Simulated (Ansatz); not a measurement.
**PbS: response to strain**

PbS is deformed so: equal xy, yz and zx engineering shear strains of +1 %. What stress and forces result, by LAPW, PAW and all-electron datasets made for the crystal?

Method: DFT LDA, scalar-relativistic, in Ansatz 0.2.0.

**1. The starting structure**

The structure is cubic, space group Fm-3m (No. 225). The conventional cell has a = 5.930 Å, b = 5.930 Å, c = 5.930 Å, α = 90.00°, β = 90.00°, γ = 90.00°. Pb (site symmetry m-3m) is surrounded by 6 S at 2.96 to 2.97 Å. Around S (site symmetry m-3m) lie 6 Pb at 2.96 to 2.97 Å.

As a file:

```cif
data_structure
_symmetry_space_group_name_H-M 'P 1'
_symmetry_Int_Tables_number 1
_cell_length_a 4.1931
_cell_length_b 4.1931
_cell_length_c 4.1931
_cell_angle_alpha 60.000
_cell_angle_beta 60.000
_cell_angle_gamma 60.000
_cell_volume 52.13
loop_
_atom_site_label
_atom_site_type_symbol
_atom_site_fract_x
_atom_site_fract_y
_atom_site_fract_z
_atom_site_occupancy
Pb1 Pb 0.00000 0.00000 0.00000 1
S1 S 0.50000 0.50000 0.50000 1
```

Atoms are numbered in the order of the input: Pb1, S2.

**2. After the deformation**

Space group Fm-3m before, R-3m after.

**3. All-electron LAPW**

File input.yaml:

```yaml
crystal:
  lattice:
    - [0.02965, 2.979825, 2.979825]
    - [2.979825, 0.02965, 2.979825]
    - [2.979825, 2.979825, 0.02965]
  atoms:
    - { symbol: Pb, position: [0.0, 0.0, 0.0] }
    - { symbol: S, position: [0.5, 0.5, 0.5] }
kpoints:
  mp_grid: { grid: [7, 7, 7] }
  band_path:
    path:
      - [0.0, 0.0, 0.0]
      - [0.5, 0.5, 0.5]
      - [0.247543133, 0.5, 0.752456867]
      - [-0.247543133, 0.247543133, 0.5]
      - [0.0, 0.0, 0.5]
      - [0.0, 0.0, 0.0]
      - [-0.3737715665, 0.0, 0.3737715665]
      - [0.0, 0.3737715665, 0.6262284335]
      - [0.0, 0.5, 0.5]
    npoints: 5
scf:
  occupations: { method: fermi_dirac, width: 0.01 }
hamiltonian:
  xc: lda
  pseudopotentials: { kind: all_electron, lapw: { basis_error: 0.00025 } }
output:
  forces: true
  stress: true
  eigenvalues: true
```

The run is started by

```
$ ansatz run input.yaml --threads 1 --pin off --max-ram 3072MiB --backend cpu --events-out ev --progress --plain --runs-dir out
```

**4. PAW with frozen cores**

File input.yaml:

```yaml
crystal:
  lattice:
    - [0.02965, 2.979825, 2.979825]
    - [2.979825, 0.02965, 2.979825]
    - [2.979825, 2.979825, 0.02965]
  atoms:
    - { symbol: Pb, position: [0.0, 0.0, 0.0] }
    - { symbol: S, position: [0.5, 0.5, 0.5] }
kpoints:
  mp_grid: { grid: [7, 7, 7] }
scf:
  occupations: { method: fermi_dirac, width: 0.01 }
hamiltonian:
  xc: lda
  pseudopotentials: { kind: paw }
output:
  forces: true
  stress: true
  eigenvalues: true
  efg: { contact_densities: true }
```

**5. Datasets made for this crystal**

Changes to input.yaml since step 4:

```diff
@@ -14,3 +14,3 @@
   xc: lda
-  pseudopotentials: { kind: paw }
+  pseudopotentials: { kind: all_electron, datasets: crystal }
 output:
```

(Steps that only read results are left out.)

Q: Predict the outcome of this session. Wanted: pressure; largest shear or deviatoric stress.

As calculated:

| quantity | value |
| --- | --- |
| pressure | LAPW -2.60, PAW -2.61, crystal datasets -2.60 GPa |
| largest shear or deviatoric stress (LAPW) | 0.21 GPa |

In words: The largest part of the stress beyond the pressure is 0.21 GPa in size; the atoms are carried along and not relaxed. No run of the undeformed cell stands beside it, so the pressure holds what the given cell had before the change. PAW: stress within 0.01 GPa of LAPW. Crystal datasets: stress within 0.01 GPa of LAPW. Spin-orbit coupling is left out, though the cell holds Pb; in elements this heavy it can shift bands and gaps by tenths of an eV.

These are semilocal Kohn-Sham gaps, which aren't the measured quantity. Such gaps usually fall short of the measured ones; spin-orbit coupling, left out here, narrows gaps with Pb, so the two errors partly cancel.
